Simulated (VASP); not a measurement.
The system is Ca.

```
Ca
1.0
    -2.20520    2.20520    2.19611
     2.20520   -2.20520    2.19611
     2.20520    2.20520   -2.19611
Ca
1
Direct
  0.50000 0.50000 0.00000
```

This isn't the form of Ca at room conditions, which is fcc.

Base run:

- Program: VASP 6.6.1
- Functional: PBE
- Potentials or basis: VASP PAW PBE potentials, release 64 (Ca_sv)
- Cutoff: 520 eV
- k mesh: 11 × 11 × 11
- Occupations: fermi-dirac, width 0.03 eV
- Spin: no spin polarisation

Its results: band gap on the k mesh none (metal or under the smearing width); pressure -0.2 GPa.

The run is repeated on the same cell with these changes: functional from PBE to PBEsol; further incar settings from ALGO = Normal; EDIFF = 1e-07; NBANDS = 11 to ALGO = Normal; EDIFF = 1e-08; NBANDS = 11. What comes out?

Band gap on the k mesh none (metal or under the smearing width); pressure -0.8 GPa.

Caveats: the PAW data sets were made with another functional, which shifts forces and pressure a little (some runs).
